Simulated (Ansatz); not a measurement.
A run of Ansatz 0.2.0:

File input.yaml:

```yaml
crystal:
  lattice:
    - [0.0, 3.01, 3.01]
    - [3.01, 0.0, 3.01]
    - [3.01, 3.01, 0.0]
  atoms:
    - { symbol: Sn, position: [0.0, 0.0, 0.0] }
    - { symbol: Se, position: [0.5, 0.5, 0.5] }
hamiltonian:
  xc: r2scan
  pseudopotentials: { kind: paw }
kpoints:
  mp_grid: { grid: [7, 7, 7] }
scf:
  occupations: { method: fixed }
output:
  forces: true
  stress: true
elastic:
  mode: relaxed_ion
  stencil: two_point
```

Potentials or basis: Ansatz PAW.

The run is started by

```console
$ ansatz run input.yaml --threads 2 --pin off --max-ram 5120MiB --backend cpu --events-out ev --progress --plain --runs-dir out
```

Hardware: 2 threads of Arm Neoverse V1 (shared host).

Question: Estimate the wall time of this run.

Answer: Run time: 19 s on 2 threads of Arm Neoverse V1, with other jobs on the host, peak memory 0.54 GiB. Counts: scf iterations 39, plane waves 1411, k points 20, bands 19.
